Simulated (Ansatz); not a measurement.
In doubt: masses and optical values from hybrid runs of this build are listed as unsure (in some of the runs), which bears on the screening that GW takes from such a start.

System: KCl (Sylvite).

Symmetry: Fm-3m, No. 225, cubic system. The conventional cell has a = 6.293 Å, b = 6.293 Å, c = 6.293 Å, α = 90.00°, β = 90.00°, γ = 90.00°. Nearest to K lie 6 Cl at 3.15 Å. Nearest to Cl lie 6 K at 3.15 Å. Farther neighbours and most contacts between anions are not listed.

```
K Cl
1.0
     0.00000    3.14647    3.14647
     3.14647    0.00000    3.14647
     3.14647    3.14647    0.00000
K Cl
1 1
Cartesian
  0.0000 0.0000 0.0000
  3.1465 3.1465 3.1465
```

The cell and positions come from the Crystallography Open Database and are kept as given unless a step says otherwise. PAW set soft_2, made with PBE.

Gaps computed with Ansatz 0.2.0 without a self-energy: HSE06 6.50 eV, r2SCAN 5.83 eV and PBE0 7.24 eV.

**Question.** Estimate the G0W0@HSE06 gap with 4×4×4 mesh, 185 empty bands, screening to 120 eV, default PAW files.

About 8.49 eV: on its mesh the run moves the gap from 6.50 eV by +1.99 eV. Among the scalar-relativistic levels given, PBE0 is nearest (−1.25 eV). Bands and cutoff are finite, so the gap is not at the basis limit. The miss can reach some tenths of an eV and take either sign; the mesh is an error of its own.

[Paths, hosts, dates, memory and timing lines, banners, echoed tables and standing remarks are left out of the program output.]

[Logs are printed without paths, hosts, clocks, repeated set-up lines and the standing remarks that a program may print on its own settings, such as how far it seeks lower states.]

[Runs of the session that timed out or met a known fault of the program may be left out.]

[Cells called generated may have been cut or substituted from an entry of the Crystallography Open Database or the Materials Project.]

[Hosts, paths, dates, database ids (printed as entryN), source tags and the programs' standing remarks are cut or masked in the printed files.]
